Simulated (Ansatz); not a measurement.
# LiF: how the settings move a single-point run

Aim: see which settings change the result for LiF, by how much, and at what cost.

Program: Ansatz 0.2.0. Level of theory: reference: DFT, PBE, all-electron PAW with datasets made for the crystal, scalar-relativistic. These are calculated values, not measurements.

### 1 The system as given

It takes space group I4/mmm (No. 139, tetragonal). The conventional cell has a = 2.827 Å, b = 2.827 Å, c = 4.088 Å, α = 90.00°, β = 90.00°, γ = 90.00°. Li (site symmetry 4/mmm) has 6 F at 2.00 to 2.04 Å in its first shell of neighbours. F (site symmetry 4/mmm) is surrounded by 6 Li at 2.00 to 2.04 Å.

As a file:

```cif
data_structure
_symmetry_space_group_name_H-M 'P 1'
_symmetry_Int_Tables_number 1
_cell_length_a 2.8592
_cell_length_b 2.8592
_cell_length_c 2.8271
_cell_angle_alpha 60.371
_cell_angle_beta 60.371
_cell_angle_gamma 59.259
_cell_volume 16.34
loop_
_atom_site_label
_atom_site_type_symbol
_atom_site_fract_x
_atom_site_fract_y
_atom_site_fract_z
_atom_site_occupancy
Li1 Li 0.00000 0.00000 0.00000 1
F1 F 0.50000 0.50000 0.50000 1
```

### 2 Reference

Input file input.yaml:

```yaml
crystal:
  lattice:
    - [0.0, 1.9990628347, 2.04421]
    - [1.9990628347, 0.0, 2.04421]
    - [1.9990628347, 1.9990628347, 0.0]
  atoms:
    - { symbol: Li, position: [0.0, 0.0, 0.0] }
    - { symbol: F, position: [0.5, 0.5, 0.5] }
kpoints:
  mp_grid: { grid: [10, 10, 10] }
scf:
  occupations: { method: fermi_dirac, width: 0.03 }
hamiltonian:
  xc: pbe
  pseudopotentials: { kind: all_electron, datasets: crystal }
output:
  forces: true
  stress: true
  eigenvalues: true
  efg: { contact_densities: true }
```

Started as:

```sh
> ansatz run input.yaml --threads 1 --pin off --max-ram 2048MiB --backend cpu --events-out ev --progress --plain --runs-dir out
```

### 3 Changed: symmetry.detect false, occupations.method tetrahedron_uncorrected, dr2_threshold 1.0e-08, width left out

Changes to input.yaml since step 2:

```diff
@@ -8,2 +8,3 @@
     - { symbol: F, position: [0.5, 0.5, 0.5] }
+  symmetry: { detect: false }
 kpoints:
@@ -11,3 +12,4 @@
 scf:
-  occupations: { method: fermi_dirac, width: 0.03 }
+  occupations: { method: tetrahedron_uncorrected }
+  convergence: { dr2_threshold: 1.0e-08 }
 hamiltonian:
```

Before running it: what results should come out? Wanted: for each run, ending; energy change; pressure; gap; force.

**Answer**, as computed:

| run | ending | energy change | pressure (GPa) | gap (eV) | force (eV/Å) | cycles | time |
| --- | --- | --- | --- | --- | --- | --- | --- |
| reference | converged | 0 | 2.1 | 9.03 | 0.00 | 7 | 4.5 s |
| 1: symmetry.detect false, occupations.method tetrahedron_uncorrected, dr2_threshold 1.0e-08, width left out | converged | 0.0 meV/atom (σ→0) | 2.1 | 9.03 | 0.00 | 7 | 29 s |

Residual by cycle in the longest SCF loop of each run; runs are numbered as in the table. The quantity is the density residual dr2, in eV.

| cycle | reference | run 1 |
| --- | --- | --- |
| 1 | 1.67 | 1.66 |
| 2 | 0.15 | 0.15 |
| 3 | 0.0208 | 0.0207 |
| 4 | 1.8e-4 | 1.8e-4 |
| 5 | 1.6e-6 | 1.8e-6 |
| 6 | 1.1e-7 | 1.2e-7 |
| 7 | 5.2e-10 | 4.1e-10 |

**Reading.** The changed input (use of symmetry, smearing and convergence setting) leaves the energy the same to the digits printed. Cost: 29 s against 4.5 s.

The gaps are Kohn-Sham values of a semilocal functional, not quasiparticle or optical gaps. Such gaps usually fall short of the measured ones.
